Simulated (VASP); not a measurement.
# GaAs (F-43m) in VASP: a series of runs

One crystal, GaAs, is run at these levels: PBE, LDA; tasks: phonons, dielectric tensor, band structure.

Everything below comes from runs of VASP 6.6.1. Logs are shortened: lines on timing, memory, paths and dates and some standing lists are left out, and cuts for length are marked.

**The experiment to reproduce.**

From a printed reference work, textbook, for a bulk crystal of GaAs at 300 K: high-frequency dielectric constant 10.89.

From “Evidence of valence band perturbations in GaAsN/GaAs(001): A combined variable-angle spectroscopic ellipsometry and modulated photoreflectance investigation”, 2008, arxiv:0805.2212, for a bulk crystal of GaAs at 300 K: band gap 1.412 ± 0.01 eV (direct); band gap 1.418 ± 0.005 eV (direct).

The runs below are set against these values where they give the same quantity.

**1. The structure**

The structure is cubic, space group F-43m (No. 216). Conventional cell: a = 5.750 Å, b = 5.750 Å, c = 5.750 Å, α = 90.00°, β = 90.00°, γ = 90.00°. Ga (site symmetry -43m) is surrounded by 4 As at 2.49 Å. As (site symmetry -43m) is surrounded by 4 Ga at 2.49 Å.

**2. Phonons, PBE**

Input file POSCAR:

```
GaAs
1.0
    0.0000000000      2.8751155360      2.8751155360
    2.8751155360      0.0000000000      2.8751155360
    2.8751155360      2.8751155360      0.0000000000
  Ga              As
     1     1
Direct
     0.0000000000000000    0.0000000000000000    0.0000000000000000
     0.2500000000000000    0.2500000000000000    0.2500000000000000
```

Input file INCAR.step1:

```
PREC     = Accurate       # precision mode
ENCUT    = 600            # plane-wave cutoff, eV
EDIFF    = 1E-8           # SCF threshold, eV
ISMEAR   = 0              # smearing method
SIGMA    = 0.03           # smearing width, eV
LREAL    = False          # projectors in reciprocal space
LASPH    = True           # aspherical terms in the spheres
NELM     = 80             # most SCF steps
ALGO     = Fast           # electronic algorithm
ISIF     = 3              # what is computed and relaxed
LWAVE    = False          # write WAVECAR
LCHARG   = False          # write CHGCAR
GGA      = PE             # functional
IBRION   = 2              # ionic algorithm
NSW      = 40             # ionic steps
EDIFFG   = -0.002         # ionic threshold
```

Input file INCAR.step2:

```
PREC     = Accurate       # precision mode
ENCUT    = 600            # plane-wave cutoff, eV
EDIFF    = 1E-8           # SCF threshold, eV
ISMEAR   = 0              # smearing method
SIGMA    = 0.03           # smearing width, eV
LREAL    = False          # projectors in reciprocal space
LASPH    = True           # aspherical terms in the spheres
NELM     = 80             # most SCF steps
ALGO     = Fast           # electronic algorithm
ISIF     = 2              # what is computed and relaxed
LWAVE    = False          # write WAVECAR
LCHARG   = False          # write CHGCAR
GGA      = PE             # functional
IBRION   = 6              # ionic algorithm
NFREE    = 2            
POTIM    = 0.015          # step
NSW      = 1              # ionic steps
```

Input file KPOINTS:

```
regular mesh
0
Gamma
  10 10 10
```

Potentials or basis: VASP PAW PBE potentials, release 64 (Ga_d, As).

The run is started by

```console
> cat potpaw_PBE.64/Ga_d/POTCAR potpaw_PBE.64/As/POTCAR > POTCAR
> cp INCAR.step1 INCAR
> mpirun -np 1 vasp_std > vasp.out
> cp CONTCAR POSCAR
> cp INCAR.step2 INCAR
> mpirun -np 1 vasp_std > vasp.out
```

OUTCAR:

```text
PREC = Accurate
   ENCUT = 600
   EDIFF = 1E-8
   ISMEAR = 0
   LREAL = False
   LASPH = True
   NELM = 80
   ISIF = 2
   GGA = PE
   IBRION = 6
   NFREE = 2
   POTIM = 0.015
   NSW = 1

 ion  position               nearest neighbor table
   1  0.000  0.000  0.000-   2 2.49   2 2.49   2 2.49   2 2.49
   2  0.250  0.250  0.250-   1 2.49   1 2.49   1 2.49   1 2.49

  LATTYP: Found a face centered cubic cell.
 ALAT       =     5.7502310720

  Lattice vectors:

 A1 = (   0.0000000000,   2.8751155360,   2.8751155360)
 A2 = (   2.8751155360,   0.0000000000,   2.8751155360)
 A3 = (   2.8751155360,   2.8751155360,   0.0000000000)

Analysis of symmetry for initial positions (statically):
=====================================================================
 Subroutine PRICEL returns:
 Original cell was already a primitive cell.

 Routine SETGRP: Setting up the symmetry group for a
 face centered cubic supercell.

 Subroutine GETGRP returns: Found 24 space group operations
 (whereof 24 operations were pure point group operations)
 out of a pool of 48 trial point group operations.

The static configuration has the point symmetry T_d .

Analysis of symmetry for dynamics (positions and initial velocities):
=====================================================================
 Subroutine PRICEL returns:
 Original cell was already a primitive cell.

 Routine SETGRP: Setting up the symmetry group for a
 face centered cubic supercell.

 Subroutine GETGRP returns: Found 24 space group operations
 (whereof 24 operations were pure point group operations)
 out of a pool of 48 trial point group operations.

The dynamic configuration has the point symmetry T_d .

 Subroutine INISYM returns: Found 24 space group operations
 (whereof 24 operations are pure point group operations),
 and found     1 'primitive' translations

----------------------------------------------------------------------------------------

                                     Primitive cell

  volume of cell :      47.5331

  direct lattice vectors                    reciprocal lattice vectors
[... 148 lines left out ...]
  external PRESSURE =      -0.1202592 kB  Pullay stress =       0.0000000 kB
[... 131 lines left out ...]
--------------------------------------- Ionic step        5  -------------------------------------------

 number of electron      17.9999994 magnetization

 Free energy of the ion-electron system (eV)
  ---------------------------------------------------
  ext. energy  EPLUGINS =         0.00000000
  ---------------------------------------------------
  free energy    TOTEN  =        -8.27418077 eV

  energy without entropy =       -8.27417878  energy(sigma->0) =       -8.27417977

 E-fermi :   3.5615     XC(G=0):  -9.3614

 val. band max:        3.5109307136   @ k =   0.0000   0.0000   0.0000
 cond. band min:       3.6120082328   @ k =   0.0000   0.0000   0.0000
 fundamental gap:      0.1010775191
 Fermi energy:         3.5614716070

 k-point     1 :       0.0000    0.0000    0.0000
  band No.  band energies     occupation
      1     -11.2580      2.00000
      2     -11.2569      2.00000
      3     -11.2556      2.00000
      4     -11.1893      2.00000
      5     -11.1893      2.00000
      6      -8.9055      2.00000
      7       3.4224      2.00000
      8       3.4675      1.99999
      9       3.5109      1.98281
     10       3.6120      0.01720
     11       7.1524      0.00000
     12       7.1816      0.00000
     13       7.2129      0.00000
[... 354 lines left out ...]
  band No.  band energies     occupation
      1     -11.3325      2.00000
      2     -11.2263      2.00000
      3     -11.2253      2.00000
      4     -11.2035      2.00000
      5     -11.1812      2.00000
      6      -7.3026      2.00000
      7      -2.0815      2.00000
      8       1.0668      2.00000
      9       1.3665      2.00000
     10       5.3503      0.00000
     11       6.2876      0.00000
     12      10.5555      0.00000
     13      11.1849      0.00000

 [... further k-points ...]
[... 5 lines left out ...]
  --------------------------------------------------------------------------------------
  -------------------------------------------------------------------------------------
  Total       -0.0033014     -0.0013878     -0.0013878      0.0000000      0.0920563      0.0000000
  in kB       -0.1112796     -0.0467766     -0.0467766      0.0000000      3.1029031      0.0000000
  external PRESSURE =      -0.0682776 kB  Pullay stress =       0.0000000 kB
[... 17 lines left out ...]
  FREE ENERGIE OF THE ION-ELECTRON SYSTEM (eV)
  ---------------------------------------------------
  free  energy   TOTEN  =        -8.2741807655 eV

  energy  without entropy=       -8.2741787828  energy(sigma->0) =       -8.27417977

 INTERNAL STRAIN TENSORS FROM DISPLACED ATOMS
 ============================================

 INTERNAL STRAIN TENSOR FOR ION    1 for displacements in x,y,z  (eV/Angst):
          X           Y           Z          XY          YZ          ZX
  --------------------------------------------------------------------------------
  x    -0.00000     0.00000     0.00000     0.00000     6.13571     0.00000
  y     0.00000    -0.00000     0.00000     0.00000     0.00000     6.13571
  z     0.00000     0.00000    -0.00000     6.13571     0.00000     0.00000

 INTERNAL STRAIN TENSOR FOR ION    2 for displacements in x,y,z  (eV/Angst):
          X           Y           Z          XY          YZ          ZX
  --------------------------------------------------------------------------------
  x    -0.00000    -0.00000    -0.00000     0.00000    -6.13994     0.00000
  y     0.00000    -0.00000     0.00000     0.00000     0.00000    -6.13994
  z    -0.00000    -0.00000    -0.00000    -6.13994     0.00000     0.00000

 Eigenvectors and eigenvalues of the dynamical matrix
 ----------------------------------------------------

   1 f  =    7.557610 THz    47.485863 2PiTHz  252.094730 cm-1    31.255749 meV
             X         Y         Z           dx          dy          dz
      0.000000  0.000000  0.000000    -0.000000   -0.719667    0.000000
      1.437558  1.437558  1.437558     0.000000    0.694320    0.000000
[... 21 lines left out ...]
   6 f/i=    0.000388 THz     0.002440 2PiTHz    0.012955 cm-1     0.001606 meV
             X         Y         Z           dx          dy          dz
      0.000000  0.000000  0.000000     0.184721    0.449707    0.495703
      1.437558  1.437558  1.437558     0.191464    0.466124    0.513800

 ELASTIC MODULI CONTR FROM IONIC RELAXATION (kBar)
 Direction    XX          YY          ZZ          XY          YZ          ZX
 --------------------------------------------------------------------------------
 XX          -0.0000     -0.0000     -0.0000     -0.0000     -0.0000      0.0000
 YY          -0.0000     -0.0000     -0.0000     -0.0000     -0.0000     -0.0000
 ZZ          -0.0000     -0.0000     -0.0000     -0.0000     -0.0000      0.0000
 XY          -0.0000     -0.0000     -0.0000   -150.4501      0.0000      0.0000
 YZ          -0.0000     -0.0000     -0.0000      0.0000   -150.4501      0.0000
 ZX           0.0000     -0.0000      0.0000      0.0000      0.0000   -150.4501
 --------------------------------------------------------------------------------
```

Wall time 2.6 min (1 thread of Intel Xeon 6975P-C (Granite Rapids), shared host); peak memory 0.36 GiB.

Results:

```
Highest phonon frequency at Γ, LO-TO splitting left out : 252 cm⁻¹
```

Phonon frequencies in cm⁻¹ (negative: imaginary):
```csv
q point,frequencies
"(0.000, 0.000, 0.000)",0 0 0 252 252 252
```

**3. Dielectric tensor, PBE**

Input file INCAR:

```
PREC     = Accurate       # precision mode
ENCUT    = 600            # plane-wave cutoff, eV
EDIFF    = 1E-8           # SCF threshold, eV
ISMEAR   = 0              # smearing method
SIGMA    = 0.03           # smearing width, eV
LREAL    = False          # projectors in reciprocal space
LASPH    = True           # aspherical terms in the spheres
NELM     = 80             # most SCF steps
ALGO     = Fast           # electronic algorithm
ISIF     = 2              # what is computed and relaxed
LWAVE    = False          # write WAVECAR
LCHARG   = False          # write CHGCAR
GGA      = PE             # functional
LEPSILON = True           # dielectric tensor by DFPT
```

Input file KPOINTS:

```
regular mesh
0
Monkhorst-Pack
  14 14 14
```

POSCAR: that of step 2 with these lines changed.

```diff
@@ -1,2 +1,2 @@
-GaAs
+GaAs                                    
 1.0
@@ -5,3 +5,3 @@
     2.8751155360      2.8751155360      0.0000000000
-  Ga              As
+  Ga              As            
      1     1
```

Potentials or basis: VASP PAW PBE potentials, release 64 (Ga_d, As).

The run is started by

```console
> cat potpaw_PBE.64/Ga_d/POTCAR potpaw_PBE.64/As/POTCAR > POTCAR
> mpirun -np 1 vasp_std > vasp.out
```

OUTCAR:

```text
PREC = Accurate
   ENCUT = 600
   EDIFF = 1E-8
   ISMEAR = 0
   LREAL = False
   LASPH = True
   NELM = 80
   ISIF = 2
   GGA = PE
   LEPSILON = True

 ion  position               nearest neighbor table
   1  0.000  0.000  0.000-   2 2.49   2 2.49   2 2.49   2 2.49
   2  0.250  0.250  0.250-   1 2.49   1 2.49   1 2.49   1 2.49

  LATTYP: Found a face centered cubic cell.
 ALAT       =     5.7502310720

  Lattice vectors:

 A1 = (   0.0000000000,   2.8751155360,   2.8751155360)
 A2 = (   2.8751155360,   0.0000000000,   2.8751155360)
 A3 = (   2.8751155360,   2.8751155360,   0.0000000000)

Analysis of symmetry for initial positions (statically):
=====================================================================
 Subroutine PRICEL returns:
 Original cell was already a primitive cell.

 Routine SETGRP: Setting up the symmetry group for a
 face centered cubic supercell.

 Subroutine GETGRP returns: Found 24 space group operations
 (whereof 24 operations were pure point group operations)
 out of a pool of 48 trial point group operations.

The static configuration has the point symmetry T_d .

Analysis of symmetry for dynamics (positions and initial velocities):
[... 603 lines left out ...]
  ---------------------------------------------------
  free energy    TOTEN  =        -2.03868350 eV

  energy without entropy =       -2.03868350

------------------------ aborting loop because EDIFF is reached ----------------------------------------

 PIEZOELECTRIC TENSOR FIELD DIRECTION 3  (e Angst)
 -----------------------------------------------------------------------------
     0.00210 -2.48207  0.00000           (  0.00000 -0.01512  0.00000)
    -2.48207  0.00210  0.00000           ( -0.01512  0.00000  0.00000)
     0.00000  0.00000 -0.00449           (  0.00000  0.00000  0.00000)

 PIEZOELECTRIC TENSOR FIELD DIRECTION 3  (C/m^2)
 -----------------------------------------------------------------------------
     0.00071 -0.83662  0.00000
    -0.83662  0.00071  0.00000
     0.00000  0.00000 -0.00151

 MACROSCOPIC STATIC DIELECTRIC TENSOR (including local field effects in DFT)
 ------------------------------------------------------
          15.337452     0.000000    -0.000000
           0.000000    15.337452    -0.000000
           0.000000    -0.000000    15.337452
 ------------------------------------------------------

 PIEZOELECTRIC TENSOR (including local field effects)  for field in x, y, z        (e  Angst)
          XX          YY          ZZ          XY          YZ          ZX
  --------------------------------------------------------------------------------
  x    -0.00000     0.00000     0.00000    -0.00000    -2.48323     0.00000
  y     0.00000     0.00000     0.00000     0.00000    -0.00000    -2.48323
  z     0.00000     0.00000     0.00000    -2.48323     0.00000    -0.00000

 PIEZOELECTRIC TENSOR (including local field effects)  for field in x, y, z        (C/m^2)
          XX          YY          ZZ          XY          YZ          ZX
  --------------------------------------------------------------------------------
  x    -0.00000     0.00000     0.00000    -0.00000    -0.83701     0.00000
  y     0.00000     0.00000     0.00000     0.00000    -0.00000    -0.83701
  z     0.00000     0.00000     0.00000    -0.83701     0.00000    -0.00000

 BORN EFFECTIVE CHARGES (including local field effects) (in |e|, cummulative output)
 ---------------------------------------------------------------------------------
 ion    1
    1     2.21440     0.00000     0.00000
    2     0.00000     2.21440     0.00000
    3     0.00000     0.00000     2.21440
 ion    2
    1    -2.21440     0.00000     0.00000
    2     0.00000    -2.21440     0.00000
    3     0.00000     0.00000    -2.21440
```

stdout:

```text
POSCAR found type information on POSCAR GaAs
 POSCAR found :  2 types and       2 ions
 scaLAPACK will be used
 LDA part: xc-table for (Slater+PW92), standard interpolation
 -----------------------------------------------------------------------------
|                                                                             |
[... 41 lines left out ...]
 Linear response to external field, progress :
  Direction:   1
 dielectric tensor                  component  1 :    15.337     0.489    -0.000
 Linear response to external field, progress :
  Direction:   2
 dielectric tensor                  component  2 :     0.001    15.337    -1.898
 Linear response to external field, progress :
  Direction:   3
 dielectric tensor                  component  3 :     1.613    -0.701    15.337
 Born effective charges drift removed
```

It took 28 min on 1 thread of Intel Xeon 6975P-C (Granite Rapids), shared host; peak memory 2.4 GiB.

Results:

| Quantity | Value |
| --- | --- |
| Electronic dielectric tensor (diagonal) | 15.34 |
| Born charges (mean of the diagonal) | Ga +2.21; As -2.21 e |

Electronic dielectric tensor:
```
15.34  0.00  0.00
 0.00 15.34  0.00
 0.00  0.00 15.34
```

Born effective charge tensors (e):
atom 1, Ga
```
2.21 0.00 0.00
0.00 2.21 0.00
0.00 0.00 2.21
```
atom 2, As
```
-2.21  0.00  0.00
 0.00 -2.21  0.00
 0.00  0.00 -2.21
```

(Part 1 of 2 ends here.)
